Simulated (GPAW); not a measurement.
Crystal: Al2Pt.

```
CELL_PARAMETERS angstrom
0.00000 2.95500 2.95500
2.95500 0.00000 2.95500
2.95500 2.95500 0.00000
ATOMIC_POSITIONS crystal
Pt 0.00000 0.00000 0.00000
Al 0.75000 0.75000 0.75000
Al 0.25000 0.25000 0.25000
```

- Program: GPAW 26.7.0
- Task: relaxation of cell and atoms
- Functional: PBEsol
- Dispersion: D4
- Potentials or basis: PAW data sets generated in the run's folder for this functional
- Cutoff: 600 eV
- Basis: pw
- k mesh: 8 × 8 × 8
- Occupations: fermi-dirac, width 0.05 eV
- Spin: no spin polarisation

At the start: pressure -2.6 GPa; volume 17.20 Å³/atom.

Task: Where does the relaxation end?

Result: Over 3 steps the energy falls by 2.7 meV/atom and the volume is 16.87 Å³/atom (-1.9 %); space group Fm-3m (No. 225, to 0.05 Å).

The path:
```csv
step,energy change (eV),largest force (eV/Å),pressure (GPa),volume (Å³)
1,0.0000,0.0000,-2.62,51.61
2,-0.0030,0.0000,-2.09,51.40
3,-0.0081,0.0000,0.05,50.61
```

Final structure:
```
Pt Al
1.0
     0.00000    2.93594    2.93594
     2.93594    0.00000    2.93594
     2.93594    2.93594    0.00000
Pt Al
1 2
Direct
  0.00000 0.00000 0.00000
  0.75000 0.75000 0.75000
  0.25000 0.25000 0.25000
```

Caveat: later steps reuse the first step's grids; pairwise dispersion overbinds metals, which lowers pressure and volume.
